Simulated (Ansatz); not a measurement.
## Scan of one atom of the cell for Sb2Te3 (Bi2Te3 type, space group R-3m)

Sb$_{2}$Te$_{3}$ (Bi2Te3 type, space group R-3m)

```yaml
crystal:
  lattice:
    - [2.13805, 1.23440, 9.94161]
    - [-2.13805, 1.23440, 9.94161]
    - [0.00000, -2.46881, 9.94161]
  atoms:
    - { symbol: Sb, position: [0.39906, 0.39906, 0.39906] }
    - { symbol: Sb, position: [0.60094, 0.60094, 0.60094] }
    - { symbol: Te, position: [0.00000, 0.00000, 0.00000] }
    - { symbol: Te, position: [0.21017, 0.21017, 0.21017] }
    - { symbol: Te, position: [0.78983, 0.78983, 0.78983] }
```

In this cell atom 5 (Te, nearest neighbour Sb at 3.005 Å; its periodic images, 4.3 Å or more away, move with it) is moved by s towards the nearest neighbour, unit vector (-0.711, 0.411, -0.570); all other atoms and the cell stay fixed.

Level of theory: PBE-D3(BJ) (plane waves to 420 eV, PAW, scalar-relativistic; Ansatz, an electronic-structure program). k mesh 7×7×7 (Γ-centred), Fermi-Dirac smearing 0.05 eV. The energy includes the smearing's −TS. Stress and pressure are positive under compression. As the smearing reaches across the gap at some points, energies and forces of such displacements shift with the k mesh and the smearing. F∥ is the force on the atom along that direction. F⊥ is the part of the force across the line. Sb2Te3 was relaxed with its symmetry unable to fall. Spin-orbit coupling is left out, though Sb and Te are heavy. ΔE is measured from the undisplaced structure.

```
s (Å)   ΔE (meV/cell)  P (GPa)  |F⊥| (eV/Å)  F∥ (eV/Å)
------  -------------  -------  -----------  ---------
-0.600            477     -0.4        0.584      1.352
-0.480            328     -0.6        0.491      1.147
-0.360            201     -0.6        0.385      0.968
-0.240             98     -0.6        0.266      0.741
-0.120             27     -0.3        0.135      0.425
0.000               0      0.0        0.001      0.001
0.120              32      0.5        0.132     -0.564
0.240             143      1.2        0.265     -1.316
0.360             359      2.1        0.398     -2.345
0.480             724      3.4        0.530     -3.827
0.600            1307      5.3        0.657     -6.045
```

What the scan shows:

The energy at s = 0.600 Å comes out as 1307 meV/cell. The force along the line at s = -0.600 Å comes out as 1.35 eV/Å and the force constant k = d²E/ds² at s = 0 (finite differences) comes out as 4.07 eV/Å². Symmetry of the curve: not even: the positive side lies higher at ±0.600 Å. Shape of the curve: a single well with its minimum at or next to zero displacement. Harmonic estimate at the end of the scan: ½ks² = 732 meV/cell against the computed 1307 meV/cell, so the well is stiffer than harmonic there.

(For displaced atoms, the force is minus the slope of the energy, and its curvature is a force constant, which sets phonon frequencies.)
